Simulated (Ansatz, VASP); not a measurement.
**TaN: VASP beside Ansatz**

```
Ta N
1.0
     2.93800    0.00000    0.00000
    -1.46900    2.54438    0.00000
     0.00000    0.00000    2.88300
Ta N
1 1
Direct
  0.00000 0.00000 0.50000
  0.66667 0.33333 0.00000
```

Alike in both runs: functional LDA; k mesh 10 × 10 × 9; occupations fermi-dirac, width 0.05 eV; no spin polarisation.

|  | VASP | Ansatz |
| --- | --- | --- |
| version | VASP 6.6.1 | Ansatz 0.2.0 |
| potentials or method | VASP PAW LDA potentials, release 64 (Ta_pv, N) | Ansatz PAW |
| plane-wave cutoff (eV) | 520 | 420 |
| valence electrons in the cell | 16 | 18 |
| task | single point | band structure |

|  | VASP | Ansatz | Ansatz less VASP |
| --- | --- | --- | --- |
| gap on the k mesh at the Fermi level (eV) | none | none | - |
| pressure (GPa) | -9.8 | -11.6 | -1.76 |
| largest component of the traceless stress (GPa) | 0.94 | 1.07 | +0.136 |

A gap of «none» marks a metal or a gap that the smearing closes. The two sets of potentials don't hold the same shells in valence.

Caveats: the pressure holds a Pulay correction of +0.6 GPa for the finite cutoff (Ansatz); spin-orbit coupling is left out, which moves the levels of the heavy elements (Ansatz); the PAW data sets come from PBE, with cores solved anew for the run's functional, which leaves a small shift of forces and pressure (Ansatz). The runs have no spin-orbit coupling, so splittings on Ta are missing.
